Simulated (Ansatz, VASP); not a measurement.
**Si2Mo in VASP and in Ansatz**

The input INCAR:

```
PREC = Accurate
ENCUT = 520
EDIFF = 1E-7
ISMEAR = 0
SIGMA = 0.1
LREAL = False
LASPH = True
NELM = 100
ALGO = Normal
ISIF = 2
LWAVE = False
LCHARG = False
GGA = PS
NBANDS = 18
```

KPOINTS

```
Automatic mesh
0
Gamma
  8 8 8
```

The input POSCAR:

```
Si2Mo
1.0
   -1.6021322800      1.6021322800      3.9080959800
    1.6021322800     -1.6021322800      3.9080959800
    1.6021322800      1.6021322800     -3.9080959800
Si Mo
2 1
Direct
    0.6645706300      0.6645706300      0.0000000000
    0.3354293700      0.3354293700      0.0000000000
    0.0000000000      0.0000000000      0.0000000000
```

Input for Ansatz:

```yaml
crystal:
  lattice:
    - [-1.60213228, 1.60213228, 3.90809598]
    - [1.60213228, -1.60213228, 3.90809598]
    - [1.60213228, 1.60213228, -3.90809598]
  atoms:
    - { symbol: Si, position: [0.66457063, 0.66457063, 0.0] }
    - { symbol: Si, position: [0.33542937, 0.33542937, 0.0] }
    - { symbol: Mo, position: [0.0, 0.0, 0.0] }
basis:
  ecutwfc: 420
kpoints:
  mp_grid: { grid: [8, 8, 8] }
hamiltonian:
  xc: pbesol
  pseudopotentials: { kind: paw, azcp: { folder: soft_1 } }
scf:
  occupations: { method: gaussian, width: 0.1 }
output:
  forces: true
  stress: true
  eigenvalues: true
```

The cell is a database's computed one.

Alike in both runs: task single point; functional PBEsol; k mesh 8 × 8 × 8; occupations gaussian, width 0.1 eV; no spin polarisation.

```csv
,VASP,Ansatz
version,VASP 6.6.1,Ansatz 0.2.0
potentials or method,"VASP PAW PBE potentials, release 64 (Si, Mo_sv)","scalar-relativistic, plane waves, PAW"
plane-wave cutoff (eV),520,420
valence electrons in the cell,22,22
```

```csv
,VASP,Ansatz,Ansatz less VASP
gap on the k mesh at the Fermi level (eV),none,none,-
pressure (GPa),-1.3,-1.6,-0.33
largest component of the traceless stress (GPa),1.06,1.06,-0.001
rms of the force components (eV/Å),0.013,0.011,-0.0020
```

Atom by atom the forces differ by 0.002 eV/Å (rms over components). A gap of «none» marks a metal or a gap that the smearing closes. Ansatz warned: «pseudo_functional_mismatch».

Caveats: the PAW data sets were made with another functional, which shifts forces and pressure a little (VASP).
